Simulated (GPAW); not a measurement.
C:

```
C
1.0
     2.61972    0.00000    0.00000
     0.00000    2.61972    0.00000
     0.00000    0.00000    2.61972
C
3
Direct
  0.00000 0.50000 0.50000
  0.50000 0.00000 0.50000
  0.50000 0.50000 0.00000
```

The cell was built by a generator and needn't be a form met in nature.

- Program: GPAW 26.7.0
- Task: relaxation of cell and atoms
- Functional: BLYP
- Potentials or basis: PAW data sets generated in the run's folder for this functional
- Cutoff: 800 eV
- Basis: pw
- k mesh: 10 × 10 × 10
- Occupations: fermi-dirac, width 0.05 eV
- Spin: no spin polarisation

At the start: pressure 19.2 GPa; volume 5.99 Å³/atom.

Question: How do energy, volume and symmetry change on relaxing?

Answer: Over 3 steps the energy falls by 42.5 meV/atom and the volume is 6.69 Å³/atom (+11.6 %); space group Pm-3m (No. 221, to 0.05 Å).

The path:
```
step  energy change (eV)  largest force (eV/Å)  pressure (GPa)  volume (Å³)
   1              0.0000                0.0000           19.22        17.98
   2             -0.0225                0.0000           17.25        18.16
   3             -0.1274                0.0000            0.15        20.07
```

Final structure:
```xyz
3
Lattice="2.7175 0.0000 0.0000 0.0000 2.7175 0.0000 0.0000 0.0000 2.7175" Properties=species:S:1:pos:R:3 pbc="T T T"
C     0.0000    1.3588    1.3588
C     1.3588    0.0000    1.3588
C     1.3588    1.3588    0.0000
```

Caveat: later steps reuse the first step's grids.
